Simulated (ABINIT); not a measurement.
# BaTiO3 (P4mm) in ABINIT: reference runs

Aim: a first look at BaTiO3 with PBE, on the cell as given and on a disturbed one.

All numbers are computed with ABINIT 10.8.3 (patched build); they aren't measurements. Logs are shortened: lines on timing, memory, paths and dates and some standing lists are left out, and cuts for length are marked. The log counts tension as positive stress, the text compression.

### Step 1. The structure

It takes space group P4mm (No. 99, tetragonal). Conventional cell: a = 4.000 Å, b = 4.000 Å, c = 4.018 Å, α = 90.00°, β = 90.00°, γ = 90.00°. Around Ba (site symmetry 4mm) lie 12 O at 2.79 to 2.88 Å. Around Ti (site symmetry 4mm) lie 6 O at 1.89 to 2.13 Å. O (site symmetry 2mm) has 2 Ti at 2.00 Å as nearest neighbours. O (site symmetry 4mm) is surrounded by 2 Ti at 1.89 to 2.13 Å.

### Step 2. Single point, PBE

Contents of run.abi:

```
pp_dirpath "./"
pseudos "Ba.GGA_PBE-JTH.xml, Ti.GGA_PBE-JTH.xml, O.GGA_PBE-JTH.xml"

acell 3.9998 3.9998 4.018 Angstrom
rprim
     1.0000000000     0.0000000000     0.0000000000
     0.0000000000     1.0000000000     0.0000000000
     0.0000000000     0.0000000000     1.0000000000
ntypat 3
znucl 56 22 8
natom 5
typat 1 2 3 3 3
xcart
     0.0000000000     0.0000000000     0.0000000000
     1.9999000000     1.9999000000     1.9688200000
     0.0000000000     1.9999000000     2.0773060000
     1.9999000000     0.0000000000     2.0773060000
     1.9999000000     1.9999000000     0.0763420000 Angstrom

ecut 625.861884 eV
pawecutdg 45.0
pawxcdev 0

kptopt 1
ngkpt 7 7 7
nshiftk 1
shiftk 0.0 0.0 0.0

ixc 11

nband 24
occopt 3
tsmear 0.05 eV

nstep 100
tolvrs 1.0e-9

iomode 3
prtwf 0
prteig 0
prtebands 0
prtden 1
prtvha 1
prtvclmb 1
prtpot 1
```

Potentials or basis: JTH PAW PBE v2.0.

The run is started by

```console
$ abinit run.abi > log 2>&1
```

run.abo:

```text
.Version 10.8.3 of ABINIT
 Symmetries : space group P4 m m (# 99); Bravais tP (primitive tetrag.)
================================================================================
 Values of the parameters that define the memory need of the present run
     intxc =       0    ionmov =       0      iscf =      17    lmnmax =      18
     lnmax =       6     mgfft =      36  mpssoang =       3    mqgrid =    3001
     natom =       5  nloc_mem =       2    nspden =       1   nspinor =       1
    nsppol =       1      nsym =       8    n1xccc =       1    ntypat =       3
    occopt =       3   xclevel =       2
       mpw =        2303          nfft =       46656          nkpt =          40
 PAW method is used; the additional fine FFT grid is defined by:
   mgfftf=        48    nfftf =    110592
================================================================================
================================================================================

--------------------------------------------------------------------------------
------------- Echo of variables that govern the present computation ------------
--------------------------------------------------------------------------------
 -outvars: echo values of preprocessed input variables --------
            acell      7.5585265584E+00  7.5585265584E+00  7.5929195739E+00 Bohr
              amu      1.37327000E+02  4.78800000E+01  1.59994000E+01
             ecut      2.30000000E+01 Hartree
              ixc          11
         kptrlatt        7    0    0      0    7    0      0    0    7
          kptrlen      5.29096859E+01
            natom           5
            nband          24
            ngfft          36      36      36
          ngfftdg          48      48      48
             nkpt          40
            nstep         100
             nsym           8
           ntypat           3
           occopt           3
        pawecutdg      4.50000000E+01 Hartree
         pawxcdev           0
        prtebands           0
           prteig           0
           prtpot           1
         prtvclmb           1
           prtvha           1
            prtwf           0
          spgroup          99
           tolvrs      1.00000000E-09
           tsmear      1.83746611E-03 Hartree
            typat      1  2  3  3  3
           useylm           1
           xangst      0.0000000000E+00  0.0000000000E+00  0.0000000000E+00
                       1.9999000000E+00  1.9999000000E+00  1.9688200000E+00
                       0.0000000000E+00  1.9999000000E+00  2.0773060000E+00
                       1.9999000000E+00  0.0000000000E+00  2.0773060000E+00
                       1.9999000000E+00  1.9999000000E+00  7.6342000000E-02
            xcart      0.0000000000E+00  0.0000000000E+00  0.0000000000E+00
                       3.7792632792E+00  3.7792632792E+00  3.7205305912E+00
                       0.0000000000E+00  3.7792632792E+00  3.9255394197E+00
                       3.7792632792E+00  0.0000000000E+00  3.9255394197E+00
                       3.7792632792E+00  3.7792632792E+00  1.4426547190E-01
             xred      0.0000000000E+00  0.0000000000E+00  0.0000000000E+00
                       5.0000000000E-01  5.0000000000E-01  4.9000000000E-01
                       0.0000000000E+00  5.0000000000E-01  5.1700000000E-01
                       5.0000000000E-01  0.0000000000E+00  5.1700000000E-01
                       5.0000000000E-01  5.0000000000E-01  1.9000000000E-02
            znucl       56.00000   22.00000    8.00000

================================================================================

 chkinp: Checking input parameters for consistency.

================================================================================
== DATASET  1 ==================================================================

--- !DatasetInfo
iteration_state: {dtset: 1, }
dimensions: {natom: 5, nkpt: 40, mband: 24, nsppol: 1, nspinor: 1, nspden: 1, mpw: 2303, }
cutoff_energies: {ecut:  23.0, pawecutdg:  45.0, }
electrons: {nelect:   4.00000000E+01, charge:   0.00000000E+00, occopt:   3.00000000E+00, tsmear:   1.83746611E-03, }
meta: {optdriver: 0, ionmov: 0, optcell: 0, iscf: 17, paral_kgb: 0, }
...

 Exchange-correlation functional for the present dataset will be:
  GGA: Perdew-Burke-Ernzerhof functional - ixc=11
  J.P.Perdew, K.Burke, M.Ernzerhof, PRL 77, 3865 (1996)

 Real(R)+Recip(G) space primitive vectors, cartesian coordinates (Bohr,Bohr^-1):
 R(1)=  7.5585266  0.0000000  0.0000000  G(1)=  0.1323009  0.0000000  0.0000000
 R(2)=  0.0000000  7.5585266  0.0000000  G(2)=  0.0000000  0.1323009  0.0000000
 R(3)=  0.0000000  0.0000000  7.5929196  G(3)=  0.0000000  0.0000000  0.1317016
 Unit cell volume ucvol=  4.3379355E+02 bohr^3
[... 104 lines left out ...]
...

 Integrated electronic density in atomic spheres:
 ------------------------------------------------
 Atom  Sphere_radius  Integrated_density
    1        2.31519          6.54784307
    2        2.30803         10.28156463
    3        1.41465          4.55419071
    4        1.41465          4.55419071
    5        1.41465          4.55192605

================================================================================

 ----iterations are completed or convergence reached----

 Mean square residual over all n,k,spin=   80.456E-09; max=  29.509E-06
 reduced coordinates (array xred) for    5 atoms
       0.000000000000      0.000000000000      0.000000000000
       0.500000000000      0.500000000000      0.490000000000
       0.000000000000      0.500000000000      0.517000000000
       0.500000000000      0.000000000000      0.517000000000
       0.500000000000      0.500000000000      0.019000000000
 rms dE/dt=  1.3870E-02; max dE/dt=  1.8480E-02; dE/dt below (all hartree)
    1       0.000000000000      0.000000000000     -0.009759984505
    2       0.000000000000      0.000000000000      0.018479926431
    3       0.000000000000      0.000000000000      0.017768251049
    4       0.000000000000      0.000000000000      0.017768251049
    5       0.000000000000      0.000000000000     -0.042632641733

 cartesian coordinates (angstrom) at end:
    1      0.00000000000000     0.00000000000000     0.00000000000000
    2      1.99990000000000     1.99990000000000     1.96882000000000
    3      0.00000000000000     1.99990000000000     2.07730600000000
    4      1.99990000000000     0.00000000000000     2.07730600000000
    5      1.99990000000000     1.99990000000000     0.07634200000000

 cartesian forces (hartree/bohr) at end:
    1     -0.00000000000000    -0.00000000000000     0.00132817750339
    2     -0.00000000000000    -0.00000000000000    -0.00239106522807
    3     -0.00000000000000    -0.00000000000000    -0.00229733640943
    4     -0.00000000000000    -0.00000000000000    -0.00229733640943
    5     -0.00000000000000    -0.00000000000000     0.00565756054353
 frms,max,avg= 1.8265587E-03 5.6575605E-03   0.000E+00  0.000E+00 -4.277E-05 h/b

 cartesian forces (eV/Angstrom) at end:
    1     -0.00000000000000    -0.00000000000000     0.06829763324629
    2     -0.00000000000000    -0.00000000000000    -0.12295351758139
    3     -0.00000000000000    -0.00000000000000    -0.11813378794154
    4     -0.00000000000000    -0.00000000000000    -0.11813378794154
    5     -0.00000000000000    -0.00000000000000     0.29092346021818
 frms,max,avg= 9.3925423E-02 2.9092346E-01   0.000E+00  0.000E+00 -2.199E-03 e/A
 length scales=  7.558526558406  7.558526558406  7.592919573897 bohr
              =  3.999800000000  3.999800000000  4.018000000000 angstroms
 Fermi (or HOMO) energy (hartree) =   0.18658   Average Vxc (hartree)=  -0.41573
 Eigenvalues (hartree) for nkpt=  40  k points:
 kpt#   1, nband= 24, wtk=  0.00292, kpt=  0.0000  0.0000  0.0000 (reduced coord)
  -1.92476   -1.05194   -1.05082   -1.05082   -0.75966   -0.46847   -0.44472   -0.44259
  -0.21474   -0.21474   -0.21464    0.06785    0.06831    0.06831    0.10812    0.10812
   0.11154    0.14236    0.14291    0.14291    0.21914    0.22706    0.22706    0.30037
      occupation numbers for kpt#   1
   2.00000    2.00000    2.00000    2.00000    2.00000    2.00000    2.00000    2.00000
   2.00000    2.00000    2.00000    2.00000    2.00000    2.00000    2.00000    2.00000
   2.00000    2.00000    2.00000    2.00000    0.00000    0.00000    0.00000    0.00000
 prteigrs : prtvol=0 or 1, do not print more k-points.

--- !EnergyTerms
iteration_state     : {dtset: 1, }
comment             : Components of total free energy in Hartree
kinetic             :  3.97034458145742E+01
hartree             :  2.94353906652432E+01
xc                  : -2.18728319011569E+01
Ewald energy        : -1.03499980157244E+02
psp_core            :  9.30927812571246E+00
local_psp           : -9.02145700858782E+01
PAW spherical_terms :  3.87982935786997E+00
internal            : -1.33259438180879E+02
'-kT*entropy'       : -2.35339028143058E-11
total_energy        : -1.33259438180902E+02
total_energy_eV     : -3.62617404326296E+03
...

--- !EnergyTermsDC
iteration_state     : {dtset: 1, }
comment             : '"Double-counting" decomposition of free energy'
band_energy         : -1.42890272342885E+01
Ewald energy        : -1.03499980157244E+02
psp_core            :  9.30927812571246E+00
xc_dc               : -2.77227890466367E+01
PAW spherical_terms :  2.94308118676066E+00
internal            : -1.33259437125696E+02
'-kT*entropy'       : -2.35339028143058E-11
total_energy_dc     : -1.33259437125719E+02
total_energy_dc_eV  : -3.62617401454996E+03
...

--- !EnergyTermsWithPAWCore
iteration_state     : {dtset: 1, }
comment             : 'Components of total free energy, including PAW core contributions'
Total energy        : -9.21556054444622E+03
Total energy DC     : -9.21556054339104E+03
Total energy (eV)   : -2.50768177448149E+05
Total energy DC (eV): -2.50768177419436E+05
...

 Cartesian components of stress tensor (hartree/bohr^3)
  sigma(1 1)= -1.11450717E-04  sigma(3 2)=  0.00000000E+00
  sigma(2 2)= -1.11450717E-04  sigma(3 1)=  0.00000000E+00
  sigma(3 3)= -1.43209140E-04  sigma(2 1)=  0.00000000E+00

-Cartesian components of stress tensor (GPa)         [Pressure=  3.5904E+00 GPa]
- sigma(1 1)= -3.27899331E+00  sigma(3 2)=  0.00000000E+00
- sigma(2 2)= -3.27899331E+00  sigma(3 1)=  0.00000000E+00
- sigma(3 3)= -4.21335837E+00  sigma(2 1)=  0.00000000E+00

== END DATASET(S) ==============================================================
================================================================================

 -outvars: echo values of variables after computation  --------
            acell      7.5585265584E+00  7.5585265584E+00  7.5929195739E+00 Bohr
           etotal     -1.3325943713E+02
            fcart     -0.0000000000E+00 -0.0000000000E+00  1.3281775034E-03
                      -0.0000000000E+00 -0.0000000000E+00 -2.3910652281E-03
                      -0.0000000000E+00 -0.0000000000E+00 -2.2973364094E-03
                      -0.0000000000E+00 -0.0000000000E+00 -2.2973364094E-03
                      -0.0000000000E+00 -0.0000000000E+00  5.6575605435E-03
           strten     -1.1145071728E-04 -1.1145071728E-04 -1.4320914005E-04
                       0.0000000000E+00  0.0000000000E+00  0.0000000000E+00
           xangst      0.0000000000E+00  0.0000000000E+00  0.0000000000E+00
                       1.9999000000E+00  1.9999000000E+00  1.9688200000E+00
                       0.0000000000E+00  1.9999000000E+00  2.0773060000E+00
                       1.9999000000E+00  0.0000000000E+00  2.0773060000E+00
                       1.9999000000E+00  1.9999000000E+00  7.6342000000E-02
             xred      0.0000000000E+00  0.0000000000E+00  0.0000000000E+00
                       5.0000000000E-01  5.0000000000E-01  4.9000000000E-01
                       0.0000000000E+00  5.0000000000E-01  5.1700000000E-01
                       5.0000000000E-01  0.0000000000E+00  5.1700000000E-01
                       5.0000000000E-01  5.0000000000E-01  1.9000000000E-02
 Calculation completed.
```

Run time: 1.8 min. Hardware: 1 thread of Arm Neoverse V2, shared host; peak memory 0.19 GiB.

Results:

- Free energy: -3626.1740 eV
- Pressure: 3.6 GPa
- Largest force: 0.291 eV/Å
- Band gap on the k mesh: 1.89 eV, indirect (least direct gap 2.07 eV)

Forces in eV/Å, atoms in the order of the input:
```
Ba   0.000  0.000  0.068
Ti   0.000  0.000 -0.123
O    0.000  0.000 -0.118
O    0.000  0.000 -0.118
O    0.000  0.000  0.291
```

Stress tensor (GPa, compression positive):
```
3.28 0.00 0.00
0.00 3.28 0.00
0.00 0.00 4.21
```

Caveat: this set's barium file shifts pressures by 1.5 GPa and gaps by 0.1 eV against other sets; spin-orbit coupling is left out, which moves the levels of the heavy elements; an odd mesh through Γ misses points on the zone boundary, where band edges often lie; the atomic spheres overlap.

(Continued in part 2 of 2.)
